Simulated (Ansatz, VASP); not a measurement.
**Two plane-wave programs on P**

```
CELL_PARAMETERS angstrom
1.67706 0.96825 2.73814
-1.67706 0.96825 2.73814
0.00000 -1.93650 2.73814
ATOMIC_POSITIONS crystal
P 0.24379 0.24379 0.24379
P 0.75621 0.75621 0.75621
```

Alike in both runs: functional PBE; dispersion D3(BJ); k mesh 15 × 15 × 15; occupations fermi-dirac, width 0.1 eV; no spin polarisation.

Ansatz relaxed the structure, and its values are those at the end. VASP's run is a single point on that final structure, the one shown.

|  | VASP | Ansatz |
| --- | --- | --- |
| version | VASP 6.6.1 | Ansatz 0.2.0 |
| potentials or method | VASP PAW PBE potentials, release 64 (P) | scalar-relativistic, plane waves, PAW |
| plane-wave cutoff (eV) | 520 | 420 |
| valence electrons in the cell | 10 | 10 |

|  | VASP | Ansatz | Ansatz less VASP |
| --- | --- | --- | --- |
| gap on the k mesh at the Fermi level (eV) | none | none | - |
| pressure (GPa) | 7.0 | 7.4 | +0.41 |
| rms of the force components (eV/Å) | 0.013 | 0.000 | -0.0128 |

A gap of «none» marks a metal or a gap that the smearing closes.

Caveats: pairwise dispersion overbinds metals, which lowers pressure and volume.
